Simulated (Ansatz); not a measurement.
BP: sound and stiffness along [100], [110] and [111]

Theory: DFT PBEsol, scalar-relativistic, plane waves, PAW in Ansatz 0.2.0. Settings: 420 eV plane-wave cutoff, Γ-centred 10×10×10 mesh, fixed occupations. No spin polarisation.

Relaxed structure:
```xyz
2
Lattice="0.0000 2.2601 2.2601 2.2601 0.0000 2.2601 2.2601 2.2601 0.0000" Properties=species:S:1:pos:R:3 pbc="T T T"
B     0.0000    0.0000    0.0000
P     1.1300    1.1300    1.1300
```

With ions relaxed, on the cubic axes: C11 = 346.4, C12 = 81.0, C44 = 187.6 GPa. The density is 3.005 g/cm³.

Question: Is the crystal stable against strain, and how anisotropic is it?

Answer: Born's conditions hold: C11 + 2C12 = 508.3, C11 − C12 = 265.4 and C44 = 187.6 GPa are all positive. B = (C11 + 2C12)/3 = 169.4 GPa. The two shear moduli are C44 and C′ = (C11 − C12)/2 = 132.7 GPa, so Zener's ratio is A = C44/C′ = 1.41: the tetragonal shear C′ is the soft one, as in many fcc and bcc metals and zincblende crystals. The Cauchy pressure C12 − C44 is -106.6 GPa; it would vanish for pair forces between atoms on inversion centres at zero pressure, and a negative value is usual with directional bonding, though many-body forces give one in some ionic oxides too.

Question: Give the sound speeds along the three symmetry directions.

Answer: The Christoffel equation gives ρv² for each branch:
```
direction branch                    ρv²    GPa v (m/s)
    [100]              L                    C11  346.4    10736
    [100]         T (×2) C44  187.6     7901
    [110]              L   (C11 + C12 + 2C44)/2  401.3    11556
    [110]   T, u ∥ [001]                    C44  187.6     7901
    [110]  T, u ∥ [1-10]          (C11 − C12)/2  132.7     6645
    [111]              L  (C11 + 2C12 + 4C44)/3  419.6    11816
    [111]         T (×2) (C11 − C12 + C44)/3  151.0     7088
```

In a piezoelectric crystal some branches stiffen further, which is left out.

Question: How does Young's modulus depend on direction?

Answer: Inverting gives S11 = 3.168, S12 = -0.600, S44 = 5.330 TPa⁻¹. Along a unit vector (l, m, n), 1/E = S11 − 2(S11 − S12 − S44/2)(l²m² + m²n² + n²l²), where the last bracket is 0, 1/4 and 1/3 for [100], [110] and [111]: E = 316, 382 and 411 GPa. With A > 1 the body diagonal is stiffest. For a film on (001), the biaxial modulus is C11 + C12 − 2C12²/C11 = 389 GPa and the normal strain is −2C12/C11 = -0.47 times the in-plane one.

BP comes out as a stiff crystal with fast sound, as expected of light atoms joined by short, strong, weakly polar sp³ bonds. Its anisotropy follows from the bond geometry. The bonds lie along the ⟨111⟩ directions, so the tetragonal shear C′ leaves their lengths unchanged to first order and is resisted mainly by bond-angle bending. The C44 shear also stretches and compresses bonds, although the relative shift of the two sublattices relieves part of that strain. Angle bending costs less than stretching, which makes C′ the softer modulus and the [110] transverse wave polarised along [1-10] the slowest branch, at 6645 m/s. For the same reason, both Young's modulus and the longitudinal speed rise from [100] through [110] to [111], where the load acts most directly along a set of bonds. The positive elastic moduli establish stability against small uniform strains only; they don't exclude a soft phonon at shorter wavelength or decomposition into other phases.
